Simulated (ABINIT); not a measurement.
Crystal: Zn.

```
Zn
1.0
     2.26817   -1.30849    0.00000
     2.26817    1.30849    0.00000
    -1.59172    0.00000    7.30041
Zn
3
Direct
  0.77802 0.77802 0.33450
  0.22198 0.22198 0.66550
  0.00000 0.00000 0.00000
```

This isn't the form of Zn at room conditions, which is hcp.

```yaml
Program: ABINIT 10.8.3 (patched build)
Task: single point
Functional: PBEsol
Potentials_or_basis: JTH PAW PBE v2.0
Cutoff: 599 eV
k_mesh: 12 × 12 × 4
Occupations: fermi-dirac, width 0.05 eV
Spin: no spin polarisation
```

On this cell: pressure -1.7 GPa; largest force 0.008 eV/Å; band gap on the k mesh none (metal or under the smearing width).

The same run follows on a disturbed copy (atoms moved at random, drawn with an rms of 0.05 Å):

```
CELL_PARAMETERS angstrom
2.26817 -1.30849 0.00000
2.26817 1.30849 0.00000
-1.59172 0.00000 7.30041
ATOMIC_POSITIONS crystal
Zn 0.79577 0.76234 0.33802
Zn 0.22772 0.22325 0.67085
Zn 0.99899 0.00845 0.99944
```

Question: What changes?

Answer: The energy (extrapolated to zero smearing) moves by +0.8 meV/atom; pressure -1.7 GPa; largest force 0.099 eV/Å; band gap on the k mesh none (metal or under the smearing width).

Forces on the atoms (eV/Å):
```
Zn   0.002  0.030 -0.027
Zn   0.002 -0.005 -0.068
Zn  -0.003 -0.026  0.095
```

Stress tensor (GPa, compression positive):
```
-3.23 -0.04 -0.43
-0.04 -3.84 -0.05
-0.43 -0.05  1.99
```

Caveats: the PAW data sets were made with another functional, which shifts forces and pressure a little.
